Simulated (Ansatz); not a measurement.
**MgS: moving Mg off its site**

MgS, Fm-3m, a = 5.203 Å (as given, not relaxed at this level: 0.0 GPa). Ansatz: r2SCAN, PAW, 500 eV, Γ-centred 8×8×8 mesh on 2 atoms, Gaussian smearing 0.05 eV; no spin polarisation.

```
CELL_PARAMETERS angstrom
0.00000 2.60165 2.60165
2.60165 0.00000 2.60165
2.60165 2.60165 0.00000
ATOMIC_POSITIONS crystal
Mg 0.00000 0.00000 0.00000
S 0.50000 0.50000 0.50000
```

Atom 1 (Mg) moves by x along the unit vector (0.707, 0.707, 0.000), with its periodic images; all else is held. y is the free energy of the cell over the start, F the force along the path summed over the moved atoms. Symmetry makes y even in x.

```
  x (Å) y (meV) F (eV/Å)
-0.1000    14.35      0.29
-0.0500     3.57      0.14
 0.0000     0.00      0.00
 0.0125        ?         ?
 0.0250     0.89     -0.07
 0.0375     2.00     -0.11
 0.0625     5.58     -0.18
 0.0750     8.04     -0.22
 0.0875    10.97     -0.25
```

Fit y = c2 x² + c4 x⁴ to the energies of the other rows, give the force constant, and predict energy and force of the missing row.

Least squares on the rows shown. y = 1424 x² + 1141 x⁴. The force constant is 2 c2 = 2.85 eV/Å² (for all images moving together, not for a lone atom). With two atoms in a cubic cell this is the optical mode at Γ without the LO field: ω = 521.5 √(2 c2/μ) = 237 cm⁻¹ for μ = 13.82 u. The force −dy/dx at the missing row is -0.04 eV/Å (computed -0.04). At x = 0.0125 the fit asked for gives 0.22 meV. The run gave 0.22 meV, the same to the digits shown.